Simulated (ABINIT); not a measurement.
Write the native input for ABINIT 10.8.3 (patched build) that does the following.

```
Task                : band structure
Functional          : LDA-PZ
Potentials or basis : JTH PAW LDA v2.0
Cutoff              : 544 eV
k mesh              : 8 × 8 × 8
Occupations         : fermi-dirac, width 0.05 eV
Spin                : spin-orbit coupling, no magnetisation
Fine-grid cutoff    : 1088.46 eV
```

The system is GaP.

```xyz
2
Lattice="0.0000 2.7252 2.7252 2.7252 0.0000 2.7252 2.7252 2.7252 0.0000" Properties=species:S:1:pos:R:3 pbc="T T T"
Ga    0.0000    0.0000    0.0000
P     4.0879    4.0879    4.0879
```

The input as run:

run.abi

```
ndtset 2

pp_dirpath "./"
pseudos "Ga.LDA_PW-JTH.xml, P.LDA_PW-JTH.xml"

acell 7.2831660764 7.2831660764 7.2831660764
rprim
     0.0000000000     0.7071067812     0.7071067812
     0.7071067812     0.0000000000     0.7071067812
     0.7071067812     0.7071067812     0.0000000000
ntypat 2
znucl 31 15
natom 2
typat 1 2
xcart
     0.0000000000     0.0000000000     0.0000000000
     4.0878750000     4.0878750000     4.0878750000 Angstrom

ecut 20.0
pawecutdg 40.0

ixc 2

occopt 3
tsmear 0.05 eV

nspinor 2
nspden 1
pawspnorb 1

nstep 100

iomode 3
prtwf 0
prteig 0
prtebands 0
enunit 1
prtden1 1
prtvha1 1
prtvclmb1 1
prtpot1 1

kptopt1 4
ngkpt1 8 8 8
nshiftk1 1
shiftk1 0.0 0.0 0.0
nband1 26
tolvrs1 1.0e-9

iscf2 -2
getden2 1
nband2 34
nbdbuf2 2
tolwfr2 1.0e-12
kptopt2 -9
ndivsm2 8
prteig2 1
kptbounds2
     0.0000000000     0.0000000000     0.0000000000
     0.5000000000     0.0000000000     0.5000000000
     0.5000000000     0.2500000000     0.7500000000
     0.3750000000     0.3750000000     0.7500000000
     0.0000000000     0.0000000000     0.0000000000
     0.5000000000     0.5000000000     0.5000000000
     0.6250000000     0.2500000000     0.6250000000
     0.5000000000     0.2500000000     0.7500000000
     0.5000000000     0.5000000000     0.5000000000
     0.3750000000     0.3750000000     0.7500000000
```

Potentials or basis: JTH PAW LDA v2.0.

Command:

```console
$ abinit run.abi > log 2>&1
```

It gave:

```json
{
 "Pressure": "-2.7 GPa",
 "Band gap on the k mesh": "1.46 eV, indirect (least direct gap 1.58 eV)",
 "Band gap along the path": "1.41 eV, indirect (least direct gap 1.58 eV)",
 "Valence electrons inside the program's atomic spheres": "Ga 11.09; P 1.60"
}
```

Wall time 5.5 min on 1 thread of Arm Neoverse V1, with other jobs on the host, peak memory 0.26 GiB.
